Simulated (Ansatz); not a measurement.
The elements of this relaxed trial crystal are hidden behind letters.

```
lattice vectors (Å)
  -1.2666    1.2666    8.8006
   1.2666   -1.2666    8.8006
   1.2666    1.2666   -8.8006
fractional positions
X 0.8998 0.8998 0.0000
X 0.1002 0.1002 0.0000
Z 0.7026 0.7026 0.0000
Z 0.2974 0.2974 0.0000
Z 0.5000 0.5000 0.0000
```

Computed with DFT PBE, scalar-relativistic, plane waves, PAW (Ansatz 0.2.0). Cutoff 420 eV, Γ-centred 20×20×20 mesh (5-atom cell), Gaussian smearing of 0.10 eV, collinear spin.

* Space group: I4/mmm (No. 139)
* Conventional cell: a = 2.533 Å, c = 17.601 Å
* Volume per atom: 11.29 Å³
* Density: 8.48 g/cm³
* Formation energy: +0.03 eV/atom
* Gap on the 20×20×20 mesh of the 5-atom cell: 0 eV (a metal)
* Net moment per atom: 2.00 μB

Energies are uncorrected and count from the elements' standard states at the same level.

Task: X is a d-block element of period 4 and Z is a d-block element of period 4. Which elements are they?

Result: X = Fe, Z = Co, so the formula is Fe2Co3. Density times volume gives a mean mass of 8.48 × 11.29/1.6605 = 57.7 u per atom, and this set has 57.7 u. Among the elements that the hints allow, noble gases aside, only these give it. Around Fe lie 8 Co at 2.51–2.54 Å and 4 Fe at 2.53 Å; Co on a site of symmetry 4mm is surrounded by 8 Co at 2.45–2.53 Å and 4 Fe at 2.54 Å; Co on a site of symmetry 4/mmm has 8 Fe at 2.51 Å and 4 Co at 2.53 Å.

The magnetic state reached may not be the lowest. Symmetry constrained the relaxation, so the result can be a saddle point.
